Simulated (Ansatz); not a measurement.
# A convergence test on LiBr (Fm-3m): k mesh of the density

How far can the k mesh of the density be lowered for the gap of LiBr (Fm-3m)?

Main program and level: Ansatz 0.2.0; DFT, PBE, plane waves, PAW; PAW set soft_1.

**1. The starting structure**

It takes space group Fm-3m (No. 225, cubic). Conventional cell: a = 5.501 Å, b = 5.501 Å, c = 5.501 Å, α = 90.00°, β = 90.00°, γ = 90.00°. Nearest to Li lie 6 Br at 2.75 Å. Br has 6 Li at 2.75 Å nearest. Farther neighbours and most contacts between anions are not listed.

The cell and positions come from the Crystallography Open Database and are kept as given unless a step says otherwise.

**2. k mesh of the density: 2×2×2**

input.yaml

```yaml
crystal:
  lattice:
    - [0.0, 2.75065, 2.75065]
    - [2.75065, 0.0, 2.75065]
    - [2.75065, 2.75065, 0.0]
  atoms:
    - { symbol: Li, position: [0.0, 0.0, 0.0] }
    - { symbol: Br, position: [0.5, 0.5, 0.5] }
kpoints:
  mp_grid: { grid: [2, 2, 2] }
  band_path:
    path:
      - [0.0, 0.0, 0.0]
      - [0.5, 0.0, 0.5]
      - [0.625, 0.25, 0.625]
      - [0.375, 0.375, 0.75]
      - [0.5, 0.5, 0.5]
      - [0.5, 0.25, 0.75]
      - [0.075, 0.075, 0.15]
    npoints: 1
hamiltonian:
  xc: pbe
  pseudopotentials: { kind: paw, azcp: { folder: soft_1 } }
scf:
  occupations: { method: fixed }
  n_extra_bands: 4
output:
  eigenvalues: true
```

Command:

```sh
$ ansatz run input.yaml --threads 24 --pin off --max-ram 82944MiB --backend cuda --events-out ev --progress --plain --runs-dir out --devices 1 --max-vram 78GiB
```

Numbers of over 12 decimals in the logs are rounded to 6 here.

What it wrote:

```text
scf.n_extra_bands = 4 over 5 filled bands (N_el = 10.0): the run solves 9 bands
GPUs: using 1 of 1 available (devices: 1).
Engine: ansatz 0.2.0, aarch64-unknown-linux-gnu
Pseudopotentials: kind: paw
Pseudopotential: Li, paw, valence charge 3, recommended cutoff 420 eV (normal), soft_1/Li.paw.azcp
Pseudopotential: Br, paw, valence charge 7, recommended cutoff 420 eV (normal), soft_1/Br.paw.azcp
Functional definition: PBE
  parameter kappa = 0.804
  parameter beta = 0.066725
  exchange = pbe_x(kappa = kappa, mu = beta*pi^2/3)
  correlation = pbe_c(beta = beta)
device memory: the entry about to start is reckoned to put 1.2 GiB on a device that reports 165.5 GiB free (of which the cap on the GPU budget leaves the run 78.0 GiB)
GPU FFT provider: cuFFT
GPU libraries: cuBLAS 13.8.1, cuFFT 12.4.0, cuSOLVER 12.3.2
GPU matrix products: emulated (plane waves: as basis.precision tells), large ones in fixed point in workspaces of 1.00 GiB
Crystal: 2 atoms, lattice volume = 41.623 Å³
Basis set: ecut = 420 eV, 869 PW (Γ)
Bands: 9, of which v1, the nominal top of the filled ones, is band 5 counted from 1 (4 counted from 0)
Symmetry: 48 space group operations
Space group: Fm-3m (ITA 225), of the structure as read, at distance tolerance 3.5e-5 Å
k-points: 3 of 8
Non-local potential: Li, projectors of the file, l = 0: 3, l = 1: 2, l = 2: 1
Non-local potential: Br, projectors of the file, l = 0: 2, l = 1: 2, l = 2: 2
PAW form: soft (Blöchl's): semilocal exchange-correlation on the pseudo side does not see the compensation charge
PAW one-centre angular grid: Li, 110 points (default); XC on 96 Gauss nodes
PAW one-centre angular grid: Br, 110 points (default); XC on 64 Gauss nodes
Initial density: superposition of atomic densities (chi_scale 0.1, normalization cell, long waves kept (reshape's long-wave potential 0.00 eV rms))
Initial wavefunctions: pseudopotential atomic-orbital guess
GPU buffer pool allocated for 19683 grid points (all kernels)
GPU transforms: local potential and band sums: pruned to the plane-wave sphere, on 25×25×25
Functional: x = pbe(κ = 0.804, μ = 0.219515), c = pbe(β = 0.066725)
SCF iter   1: F=—  HF=-2990.284930 eV  |F-HF|=—  |Δ(HF+E_count)|=         —  Δρ=2.48e-2  dr2=1.83e-1  ethr=3.10e-3  ⟨swp⟩=4.0  Hψ=142  notcnv=0  defer=3
preconditioner: auto → none  [insulator: Δε(μ)=4.559 eV  Ē_g=12.639 eV  n_scr=8 (ndim 8)  ℏωp=16.3 eV  f_vac=0.000  ε∞_Penn≈2.7]
SCF iter   2: F=—  HF=-2990.315362 eV  |F-HF|=—  |Δ(HF+E_count)|=   3.04e-2  Δρ=1.21e-2  dr2=4.14e-2  ethr=1.83e-3  ⟨swp⟩=2.0  Hψ=60  notcnv=0  defer=3
SCF iter   3: F=—  HF=-2990.330684 eV  |F-HF|=—  |Δ(HF+E_count)|=   1.53e-2  Δρ=7.70e-4  dr2=4.48e-4  ethr=4.14e-4  ⟨swp⟩=2.3  Hψ=47  notcnv=0  defer=3
SCF iter   4: F=—  HF=-2990.330816 eV  |F-HF|=—  |Δ(HF+E_count)|=   1.32e-4  Δρ=3.14e-4  dr2=2.63e-5  ethr=4.48e-6  ⟨swp⟩=2.0  Hψ=47  notcnv=0  defer=3
SCF iter   5: F=—  HF=-2990.330800 eV  |F-HF|=—  |Δ(HF+E_count)|=   1.61e-5  Δρ=4.05e-5  dr2=5.35e-7  ethr=2.63e-7  ⟨swp⟩=2.0  Hψ=46  notcnv=0  defer=3
SCF iter   6: F=-2990.330800 eV  HF=-2990.330800 eV  |F-HF|=4.78e-9  |Δ(HF+E_count)|=   2.78e-7  Δρ=4.05e-6  dr2=4.40e-9  ethr=1.00e-9  ⟨swp⟩=5.3  Hψ=132  notcnv=0
SCF 1 converged in 6 iterations: F = -2990.330800 eV  dr2 = 4.40e-9
[...]
device memory: the entry about to start is reckoned to put 1.4 GiB on a device that reports 165.4 GiB free (of which the cap on the GPU budget leaves the run 78.0 GiB)
NSCF: frozen V_eff on 7 k-points
SCF converged after 6 iterations
Free energy (F): -2990.330800 eV
Harris-Foulkes:  -2990.330800 eV  (|F-HF|=4.78e-9)
Internal energy: -2990.330800 eV  (E = F + TS)
E sigma→0 (E₀):  -2990.330800 eV
Fermi energy:    2.298687 eV
--- Per-component energies (eV) ---
  E_band       = -99.874825
  E_kinetic    = 151.331796
  E_local      = -302.648149  (includes V_loc(G=0)·N_el)
  E_nonlocal   = 31.568242
  E_hartree    = 82.469169
  E_xc         = -207.649431
  E_vxc        = -122.651372  (∫ρ·V_xc dr)
  E_paw        = -2337.477575  (= ΣΔE_a)
  E_vpaw       = -22.414496  (= ΣTr[D̂ρ^β])
  E_aug_tail   = 0.000252  (compensation charges beyond the density's cutoff)
  E_ewald      = -407.925104
  E_smearing   = -0.000000  (= −TS)
  E_closure    = 0.000000  (closes the sum)
  Σ components = -2990.330800   (vs F -2990.330800, Δ=0.00e0)
--- Band table (eV) ---
  k-point 0: bands = ["-42.5420", "-11.0843", "2.2987", "2.2987", "2.2987", "7.1498", "12.6816", "12.6816", "12.6816"]
  k-point 1: bands = ["-42.5411", "-10.5987", "-0.6389", "2.0353", "2.0353", "7.8096", "10.2233", "10.2233", "13.9882"]
  k-point 2: bands = ["-42.5407", "-10.4017", "-0.6370", "1.1337", "1.1337", "8.3668", "9.3032", "13.8894", "14.5850"]
```

Wall time 1.2 s (1 × NVIDIA GB200 (shared by 2 runs) with 24 threads of Arm Neoverse V2, shared host); peak memory 0.93 GiB.

In the SCF lines HF is the Harris–Foulkes energy and dr2 the Hartree energy of the density residual, in eV; the loop may stop once dr2 is under the threshold and the program's other checks hold. Hψ counts applications of the Hamiltonian.

This step gave:

| Quantity | Value |
| --- | --- |
| gap | 4.844 eV |
| valence top at | k = (0.075, 0.075, 0.150) |
| conduction bottom at | Γ |
| least direct gap | 4.851 eV |

The gap is indirect, with the least direct gap 0.007 eV higher.

**3. k mesh of the density: 4×4×4**

input.yaml: that of step 2 with these lines changed.

```diff
@@ -9,3 +9,3 @@
 kpoints:
-  mp_grid: { grid: [2, 2, 2] }
+  mp_grid: { grid: [4, 4, 4] }
   band_path:
```

What it wrote:

```text
[...]
GPUs: using 1 of 1 available (devices: 1).
[...]
GPU FFT provider: cuFFT
GPU libraries: cuBLAS 13.8.1, cuFFT 12.4.0, cuSOLVER 12.3.2
[...]
Crystal: 2 atoms, lattice volume = 41.623 Å³
Basis set: ecut = 420 eV, 869 PW (Γ)
Bands: 9, of which v1, the nominal top of the filled ones, is band 5 counted from 1 (4 counted from 0)
Symmetry: 48 space group operations
[...]
SCF 1 converged in 6 iterations: F = -2990.963020 eV  dr2 = 2.48e-9
[...]
NSCF: frozen V_eff on 7 k-points
SCF converged after 6 iterations
Free energy (F): -2990.963020 eV
[...]
Internal energy: -2990.963020 eV  (E = F + TS)
E sigma→0 (E₀):  -2990.963020 eV
Fermi energy:    2.057130 eV
[...]
--- Band table (eV; the first three rows and the last of 8) ---
[...]
```

It took 1.4 s on 1 × NVIDIA GB200 (shared by 2 runs) with 24 threads; peak memory 0.92 GiB.

This step gave:

- gap: 4.930 eV
- valence top at: k = (0.075, 0.075, 0.150)
- conduction bottom at: Γ
- least direct gap: 4.936 eV

The gap is 4.930 eV, +0.086 eV from the run before at this level.

**4. k mesh of the density: 8×8×8 (the default)**

input.yaml, the sections that differ from step 3:

```yaml
kpoints:
  mp_grid: { grid: [8, 8, 8] }
  band_path:
    path:
      - [[0.0, 0.0, 0.0], [0.5, 0.0, 0.5], [0.625, 0.25, 0.625]]
      - [[0.375, 0.375, 0.75], [0.0, 0.0, 0.0], [0.5, 0.5, 0.5], [0.5, 0.25, 0.75], [0.5, 0.0, 0.5]]
    npoints: 10
scf:
  occupations: { method: fermi_dirac, width: 0.02 }
  n_extra_bands: 4
# crystal, hamiltonian, output: as in step 3
```

What it wrote:

```text
[...]
GPUs: using 1 of 1 available (devices: 1).
[...]
GPU FFT provider: cuFFT
GPU libraries: cuBLAS 13.8.1, cuFFT 12.4.0, cuSOLVER 12.3.2
[...]
Crystal: 2 atoms, lattice volume = 41.623 Å³
Basis set: ecut = 420 eV, 869 PW (Γ)
Bands: 9, of which v1, the nominal top of the filled ones, is band 5 counted from 1 (4 counted from 0)
Symmetry: 48 space group operations
[...]
SCF 1 converged in 6 iterations: F = -2990.973587 eV  dr2 = 3.68e-9
[...]
NSCF: frozen V_eff on 62 k-points, pencils in batches of 32, up to order 44
SCF converged after 6 iterations
Free energy (F): -2990.973587 eV
[...]
Internal energy: -2990.973587 eV  (E = F + TS)
E sigma→0 (E₀):  -2990.973587 eV
Fermi energy:    4.544423 eV
[...]
--- Band table (eV; the first three rows and the last of 29) ---
[...]
```

Run time: 1.5 s. Hardware: 1 × NVIDIA GB200 (shared by 2 runs) with 24 threads; peak memory 0.99 GiB; 1.9 s of CPU time.

This step gave:

```
gap                  : 4.933 eV
valence top at       : k = (0.075, 0.075, 0.150)
conduction bottom at : Γ
least direct gap     : 4.939 eV
```

The gap is 4.933 eV, +0.003 eV from the run before at this level.

**5. k mesh of the density: 10×10×10**

input.yaml, the sections that differ from step 4:

```yaml
kpoints:
  mp_grid: { grid: [10, 10, 10] }
  band_path:
    path:
      - [0.0, 0.0, 0.0]
      - [0.5, 0.0, 0.5]
      - [0.625, 0.25, 0.625]
      - [0.375, 0.375, 0.75]
      - [0.5, 0.5, 0.5]
      - [0.5, 0.25, 0.75]
      - [0.075, 0.075, 0.15]
    npoints: 1
scf:
  occupations: { method: fixed }
  n_extra_bands: 4
# crystal, hamiltonian, output: as in step 4
```

What it wrote:

```text
[...]
GPUs: using 1 of 1 available (devices: 1).
[...]
GPU FFT provider: cuFFT
GPU libraries: cuBLAS 13.8.1, cuFFT 12.4.0, cuSOLVER 12.3.2
[...]
Crystal: 2 atoms, lattice volume = 41.623 Å³
Basis set: ecut = 420 eV, 869 PW (Γ)
Bands: 9, of which v1, the nominal top of the filled ones, is band 5 counted from 1 (4 counted from 0)
Symmetry: 48 space group operations
[...]
SCF 1 converged in 6 iterations: F = -2990.973598 eV  dr2 = 3.49e-9
[...]
SCF converged after 6 iterations
Free energy (F): -2990.973598 eV
[...]
Internal energy: -2990.973598 eV  (E = F + TS)
E sigma→0 (E₀):  -2990.973598 eV
Fermi energy:    2.052236 eV
[...]
--- Band table (eV; the first three rows and the last of 47) ---
[...]
```

Wall time 1.1 s (1 × NVIDIA GB200 (shared by 2 runs) with 24 threads); peak memory 0.9 GiB.

This step gave:

| Quantity | Value |
| --- | --- |
| gap | 4.933 eV |
| valence top at | k = (0.075, 0.075, 0.150) |
| conduction bottom at | Γ |
| least direct gap | 4.939 eV |

The gap is 4.933 eV, as in the run before at this level.

**6. The series**

Differences are against the last row; a negative gap means that bands overlap, and a run with a band path holds that path's time. Times are wall times on 1 × NVIDIA GB200 (shared by 2 runs) with 24 threads of Arm Neoverse V2, shared host, good to a factor of about two.

| k mesh of the density | gap (eV) | direct gap (eV) | gap error (eV) | energy error (meV/atom) | irreducible k | time |
| --- | --- | --- | --- | --- | --- | --- |
| 2×2×2 | 4.844 | 4.851 | −0.089 | +321.4 | 3 | 1.2 s |
| 4×4×4 | 4.930 | 4.936 | −0.003 | +5.3 | 8 | 1.4 s |
| 8×8×8 | 4.933 | 4.939 | +0.000 | +0.0 | 29 | 1.5 s |
| 10×10×10 | 4.933 | 4.939 | +0.000 | +0.0 | 47 | 1.1 s |

**7. Results**

* 2×2×2: 4.844 eV
* 4×4×4: 4.930 eV
* 8×8×8: 4.933 eV
* 10×10×10: 4.933 eV

**Reading.** The gap holds to 0.02 eV from 4×4×4 on. At 2×2×2 the gap is off by −0.089 eV and the energy by +321 meV/atom. The gap is read over the mesh and added points near the edges, so meshes differ mainly through the density and, for a hybrid, the exchange operator.

[Paths, hosts, dates, memory and timing lines, banners, echoed tables and standing remarks are left out of the program output.]

[Logs are printed without paths, hosts, clocks, repeated set-up lines and the standing remarks that a program may print on its own settings, such as how far it seeks lower states.]

[Runs of the session that timed out or met a known fault of the program may be left out.]

[Cells called generated may have been cut or substituted from an entry of the Crystallography Open Database or the Materials Project.]

[Hosts, paths, dates, database ids (printed as entryN), source tags and the programs' standing remarks are cut or masked in the printed files.]
